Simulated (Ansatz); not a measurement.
The system is AgBr.

```
Ag Br
1.0
     0.00000    2.87015    2.87015
     2.87015    0.00000    2.87015
     2.87015    2.87015    0.00000
Ag Br
1 1
Direct
  0.00000 0.00000 0.00000
  0.50000 0.50000 0.50000
```

Program: Ansatz 0.2.0. Alike in all runs: cell as given.

Task: Order these runs on this cell by their band gap on the k mesh, lowest first.
A. level r2SCAN; potentials or basis PseudoDojo PBEsol; spin collinear, program default start; k mesh 8 × 8 × 8; cutoff (eV) 1116; smearing cold 0.05 eV; driver chain; broadening 0.05 eV; mesh quality not flagged
B. level PBEsol+D3(BJ)+ATM; potentials or basis Ansatz PAW; spin SOC, no magnetisation; k mesh 8 × 8 × 8; cutoff (eV) 420; smearing fermi-dirac 0.05 eV; driver chain; mesh quality not flagged
C. level B3LYP+D4; potentials or basis as the typed override names; spin non-collinear, program default start, SOC; k mesh 5 × 5 × 5; cutoff (eV) 420; smearing fermi-dirac 0.1 eV; driver chain; other keys hamiltonian.pseudopotentials = kind paw_fr; …; mesh quality not flagged
D. level revPBE0+D3(BJ); potentials or basis Ansatz PAW; spin off; k mesh 4 × 4 × 4; cutoff (eV) 420; smearing gaussian 0.025 eV; driver calculator; mesh quality coarse

Result: B (0.42 eV), A (1.14 eV), C (2.35 eV), D (2.83 eV).

Caveats: some runs use coarse meshes; odd divisions of the mesh miss points on the zone boundary, where band edges often lie, so the gap on the mesh can be too wide (some runs); the meta-GGA runs on potentials made for a GGA (some runs); the magnetic or orbital state may not be the lowest (some runs).

A k mesh can miss the band edges, odd and even meshes differently.

Runs at the PBE level aren't shown here.
